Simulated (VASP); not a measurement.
# Mg (Cmce) in VASP: a series of runs

The runs below take Mg through single point, with PBEsol.

Program: VASP 6.6.1. These are calculated values, not measurements. Logs are shortened: lines on timing, memory, paths and dates and some standing lists are left out, and cuts for length are marked.

**1. The crystal as given**

It takes space group Cmce (No. 64, orthorhombic). The conventional cell has a = 3.547 Å, b = 11.253 Å, c = 4.694 Å, α = 90.00°, β = 90.00°, γ = 90.00°. Mg (site symmetry m) has 3 Mg at 2.32 to 2.36 Å as nearest neighbours.

The cell was built by a generator and needn't be a form met in nature.

**2. Single point, PBEsol**

Contents of INCAR:

```
  PREC = Accurate
  ENCUT = 520
  EDIFF = 1E-6
  ISMEAR = 0
  SIGMA = 0.1
  LREAL = F
  LASPH = T
  NELM = 100
  ALGO = Fast
  ISIF = 2
  LWAVE = F
  LCHARG = T
  GGA = PS
  LELF = T
  LVHAR = T
  NBANDS = 12
```

Contents of KPOINTS:

```
Automatic mesh
0
Gamma
  6 6 4
```

Contents of POSCAR:

```
Mg
1.0
    1.7737339958     -5.6266486271      0.0000000000
    1.7737339958      5.6266486271      0.0000000000
    0.0000000000      0.0000000000      4.6942325689
Mg
4
Direct
    0.0980000000      0.9020000000      0.9100000000
    0.5980000000      0.4020000000      0.5900000000
    0.9020000000      0.0980000000      0.0900000000
    0.4020000000      0.5980000000      0.4100000000
```

Potentials or basis: VASP PAW PBE potentials, release 64 (Mg).

Command:

```bash
cat potpaw_PBE.64/Mg/POTCAR > POTCAR
mpirun -np 1 vasp_std > vasp.out
```

OUTCAR:

```text
PREC = Accurate
   ENCUT = 520
   EDIFF = 1E-6
   ISMEAR = 0
   LREAL = F
   LASPH = T
   NELM = 100
   ISIF = 2
   GGA = PS

 ion  position               nearest neighbor table
   1  0.098  0.902  0.910-   2 2.32   2 2.32   3 2.36   2 3.65   2 3.65
   2  0.598  0.402  0.590-   1 2.32   1 2.32   4 2.36   1 3.65   1 3.65
   3  0.902  0.098  0.090-   4 2.32   4 2.32   1 2.36   4 3.65   4 3.65
   4  0.402  0.598  0.410-   3 2.32   3 2.32   2 2.36   3 3.65   3 3.65

  LATTYP: Found a base centered orthorhombic cell.
 ALAT       =     3.5474679916
 B/A-ratio  =     3.1722054380
 C/A-ratio  =     1.3232628399

  Lattice vectors:

 A1 = (   1.7737339958,  -5.6266486271,   0.0000000000)
 A2 = (   1.7737339958,   5.6266486271,   0.0000000000)
 A3 = (   0.0000000000,   0.0000000000,   4.6942325689)

Analysis of symmetry for initial positions (statically):
=====================================================================
 Subroutine PRICEL returns:
 Original cell was already a primitive cell.

 Routine SETGRP: Setting up the symmetry group for a
 base centered orthorhombic supercell.

 Subroutine GETGRP returns: Found  8 space group operations
 (whereof  4 operations were pure point group operations)
 out of a pool of  8 trial point group operations.

The static configuration has the point symmetry C_2h.
 The point group associated with its full space group is D_2h.

Analysis of symmetry for dynamics (positions and initial velocities):
=====================================================================
 Subroutine PRICEL returns:
 Original cell was already a primitive cell.

 Routine SETGRP: Setting up the symmetry group for a
 base centered orthorhombic supercell.

 Subroutine GETGRP returns: Found  8 space group operations
 (whereof  4 operations were pure point group operations)
 out of a pool of  8 trial point group operations.

The dynamic configuration has the point symmetry C_2h.
 The point group associated with its full space group is D_2h.

 Subroutine INISYM returns: Found  8 space group operations
 (whereof  4 operations are pure point group operations),
 and found     1 'primitive' translations

----------------------------------------------------------------------------------------

                                     Primitive cell

  volume of cell :      93.6986

[... 97 lines left out ...]
   NFREE  =      0    steps in history (QN), initial steepest desc. (CG)
   ISIF   =      2    stress and relaxation
   ISYM   =      2    0-nonsym 1-usesym 2-fastsym
   POTIM  = 0.5000    time-step for ionic-motion
   TEBEG  =    0.0;   TEEND  =   0.0 temperature during run
   PSTRESS=    0.0 pullay stress
   NELECT =       8.0000    total number of electrons
   NUPDOWN=      -1.0000    fix difference up-down
   EMIN   =  10.00;   EMAX   =-10.00  energy-range for DOS
   EFERMI =   0.00;   METHOD = LEGACY
   ISMEAR =     0;   SIGMA  =   0.10  broadening in eV -4-tet -1-fermi 0-gaus
   EFERMI_NEDOS =   21; number of points for ismear=-14 and -15
   IALGO  =     68    algorithm
   IMIX   =      4    mixing-type and parameters
     AMIX     =   0.40;   BMIX     =  1.00
     AMIX_MAG =   1.60;   BMIX_MAG =  1.00
  volume/ion in A,a.u.               =      23.42       158.08
  Fermi-wavevector in a.u.,A,eV,Ry     =   0.720876  1.362258  7.070432  0.519662
  Thomas-Fermi vector in A             =   1.810440
   LORBIT       =      0    0 simple, 1 ext, 2 COOP (PROOUT), +10 PAW based schemes
   GGA     = PS    functional components
   LHFCALC =     F    Hartree Fock is set to
   AEXX    =    0.0000 exact exchange contribution
   IVDW    =     0    specifies the selected vdW correction
   LEPSILON=     F    determine dielectric tensor
   LRPA    =     F    only Hartree local field effects (RPA)
 non-spin polarized calculation
 RMM-DIIS sequential band-by-band and
 Gauss-broadening in eV      SIGMA  =   0.10
  energy-cutoff  :      520.00
  volume of cell :       93.70
 maximum number of plane-waves:      2550
 NGX is ok and might be reduce to    48
   NGX = 21   NGY = 21   NGZ = 17

 number of electron       8.0000000 magnetization

 Free energy of the ion-electron system (eV)
  ---------------------------------------------------
  ext. energy  EPLUGINS =         0.00000000
  ---------------------------------------------------
  free energy    TOTEN  =        -1.14031494 eV

  energy without entropy =       -1.12360611  energy(sigma->0) =       -1.13196053

 E-fermi :   2.3785     XC(G=0):  -8.3210

 val. band max:        2.3761832940   @ k =  -0.3333   0.1667   0.2500
 cond. band min:       2.3984178554   @ k =   0.1667   0.1667   0.5000
 fundamental gap:      0.0222345614
 Fermi energy:         2.3784519144

 k-point     1 :       0.0000    0.0000    0.0000
  band No.  band energies     occupation
      1      -4.6773      2.00000
      2      -0.1343      2.00000
      3       0.5380      2.00000
      4       2.1202      1.99974
      5       2.1568      1.99828
      6       6.1886      0.00000
      7       6.2727      0.00000
      8       6.7385      0.00000
      9       6.7472      0.00000
     10       6.7765      0.00000
     11       7.9657      0.00000
     12       8.0154      0.00000
[... 331 lines left out ...]
 k-point    24 :       0.5000    0.3333    0.2500
  band No.  band energies     occupation
      1      -3.4715      2.00000
      2      -1.6554      2.00000
      3       0.0071      2.00000
      4       1.7579      2.00000
      5       3.5991      0.00000
      6       5.2356      0.00000
      7       6.0794      0.00000
      8       6.3838      0.00000
      9       7.7263      0.00000
     10       7.9651      0.00000
     11       8.2992      0.00000
     12       8.7203      0.00000

 [... further k-points ...]
[... 5 lines left out ...]
  --------------------------------------------------------------------------------------
  -------------------------------------------------------------------------------------
  Total       11.9933402      7.9222327      9.4483600      0.0000000      0.0000000      0.0000000
  in kB      205.0774229    135.4644365    161.5601067      0.0000000      0.0000000      0.0000000
  external PRESSURE =     167.3673220 kB  Pullay stress =       0.0000000 kB

 VOLUME and BASIS-vectors are now :
 -----------------------------------------------------------------------------
  energy-cutoff  :      520.00
  volume of cell :       93.70
      direct lattice vectors                 reciprocal lattice vectors
     1.773733996 -5.626648627  0.000000000     0.281891197 -0.088862844  0.000000000
     1.773733996  5.626648627  0.000000000     0.281891197  0.088862844  0.000000000
     0.000000000  0.000000000  4.694232569     0.000000000  0.000000000  0.213027366

 POSITION                                       TOTAL-FORCE (eV/Angst)
 -----------------------------------------------------------------------------------
      1.77373      4.52383      4.27175         0.000000     -2.678942      3.247412
      1.77373     -1.10282      2.76960         0.000000     -2.678942     -3.247412
      1.77373     -4.52383      0.42248         0.000000      2.678942     -3.247412
      1.77373      1.10282      1.92464         0.000000      2.678942      3.247412
 -----------------------------------------------------------------------------------
    total drift:                               -0.000000     -0.000000     -0.000000

  FREE ENERGIE OF THE ION-ELECTRON SYSTEM (eV)
  ---------------------------------------------------
  free  energy   TOTEN  =        -1.1403149445 eV

  energy  without entropy=       -1.1236061081  energy(sigma->0) =       -1.13196053
```

OSZICAR:

```text
N       E                     dE             d eps       ncg     rms          rms(c)
DAV:   1     0.727852583491E+01    0.72785E+01   -0.24032E+03   936   0.475E+02
DAV:   2    -0.107380235325E+01   -0.83523E+01   -0.79462E+01  1156   0.504E+01
DAV:   3    -0.136012521250E+01   -0.28632E+00   -0.28512E+00  1264   0.754E+00
DAV:   4    -0.136205412808E+01   -0.19289E-02   -0.19288E-02  1076   0.712E-01
DAV:   5    -0.136207711676E+01   -0.22989E-04   -0.22989E-04  1204   0.838E-02    0.164E+00
RMM:   6    -0.118553853852E+01    0.17654E+00   -0.65318E-02   938   0.688E-01    0.899E-01
RMM:   7    -0.114614572907E+01    0.39393E-01   -0.28385E-02   967   0.546E-01    0.352E-01
RMM:   8    -0.114060056222E+01    0.55452E-02   -0.40817E-03  1003   0.277E-01    0.664E-02
RMM:   9    -0.114040726701E+01    0.19330E-03   -0.81719E-04  1056   0.114E-01    0.294E-02
RMM:  10    -0.114031388744E+01    0.93380E-04   -0.14644E-04  1030   0.550E-02    0.422E-03
RMM:  11    -0.114031588837E+01   -0.20009E-05   -0.13186E-05  1095   0.220E-02    0.353E-03
RMM:  12    -0.114031494446E+01    0.94391E-06   -0.32766E-06  1026   0.850E-03
   1 F= -.11403149E+01 E0= -.11319605E+01  d E =-.167088E-01
```

stdout:

```text
POSCAR found type information on POSCAR Mg
 POSCAR found :  1 types and       4 ions
 scaLAPACK will be used
 -----------------------------------------------------------------------------
|                                                                             |
|                                                                             |
|     You enforced a specific xc type in the INCAR file but a different       |
|     I HOPE YOU KNOW WHAT YOU ARE DOING!                                     |
|                                                                             |
 -----------------------------------------------------------------------------

 LDA part: xc-table for (Slater+PW92), standard interpolation
 POSCAR, INCAR and KPOINTS ok, starting setup
 FFT: planning ... GRIDC
 FFT: planning ... GRID_SOFT
 FFT: planning ... GRID
 WAVECAR not read
 entering main loop
```

It took 61 s on 1 thread of Intel Xeon Platinum 8488C (Sapphire Rapids), shared host; peak memory 0.27 GiB.

What came out:

```
Free energy            : -1.1403 eV
Pressure               : 16.7 GPa
Largest force          : 4.210 eV/Å
Band gap on the k mesh : none (metal or under the smearing width)
```

Forces in eV/Å, atoms in the order of the input:
```
Mg   0.000 -2.679  3.247
Mg   0.000 -2.679 -3.247
Mg   0.000  2.679 -3.247
Mg   0.000  2.679  3.247
```

Stress tensor (GPa, compression positive):
```
20.51  0.00  0.00
 0.00 13.55  0.00
 0.00  0.00 16.16
```

Caveat: so large a pressure means that the cell lies far from this level's equilibrium, or that cutoff or potentials fall short; the potentials were made for another functional, which shifts forces and pressure.

[end of part 1 of 2]
